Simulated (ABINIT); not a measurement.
Here is an ABINIT 10.8.3 (patched build) calculation.

The input run.abi:

```
pp_dirpath "./"
pseudos "Ga.GGA_PBE-JTH.xml, N.GGA_PBE-JTH.xml"

acell 6.0224269985 6.0224269985 6.0224269985
rprim
     0.0000000000     0.7071067812     0.7071067812
     0.7071067812     0.0000000000     0.7071067812
     0.7071067812     0.7071067812     0.0000000000
ntypat 2
znucl 31 7
natom 2
typat 1 2
xred
     0.0000000000     0.0000000000     0.0000000000
     0.2500000000     0.2500000000     0.2500000000

ecut 25.0
pawecutdg 47.0

kptopt 1
ngkpt 13 13 13
nshiftk 1
shiftk 0.0 0.0 0.0

ixc -116133

nband 13
occopt 3
tsmear 0.00183747

nstep 100
tolvrs 1.0e-9

iomode 3
prtwf 0
prtden 0
prteig 0
prtebands 0
enunit 1
```

Potentials or basis: JTH PAW PBE v2.0.

Command:

```sh
$ abinit run.abi > log 2>&1
```

Problem. Estimate the band gap on the k mesh.

Solution. 1.66 eV, direct.

**Measured values to compare with.**

A printed reference work, textbook reports, for a bulk crystal of GaN at 0 K: band gap 3.299 eV (direct).

A measured gap of GaN is 3.299 eV (direct; 0 K; a printed reference work, textbook); the calculated 1.66 eV misses it by -1.64 eV. Spin-orbit coupling on Ga is left out. The value is that of PBEsol, without temperature or zero-point motion. Semilocal functionals fall short of measured gaps as a rule. The cell is a database's relaxed one, not the measured one, which moves gaps too.
